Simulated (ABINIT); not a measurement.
Crystal: Ti.

```
CELL_PARAMETERS angstrom
2.95000 0.00000 0.00000
-1.47500 2.55477 0.00000
0.00000 0.00000 4.68000
ATOMIC_POSITIONS crystal
Ti 0.66667 0.33333 0.75000
Ti 0.33333 0.66667 0.25000
```

Base run:

| Quantity | Value |
| --- | --- |
| Program | ABINIT 10.8.3 (patched build) |
| Functional | PBEsol |
| Potentials or basis | JTH PAW PBE v2.0 |
| Cutoff | 490 eV |
| k mesh | 10 × 10 × 6 |
| Occupations | fermi-dirac, width 0.05 eV |
| Spin | no spin polarisation |

Its results: band gap on the k mesh none (metal or under the smearing width); pressure -5.5 GPa.

**Question.** The run is repeated on the same cell with these changes: functional from PBEsol to PW91. What comes out?

**Answer.** Band gap on the k mesh none (metal or under the smearing width); pressure -1.9 GPa.

PW91 binds less tightly than PBEsol, so the same cell stands under more pressure.

Caveats: the PAW data sets were made with another functional, which shifts forces and pressure a little.
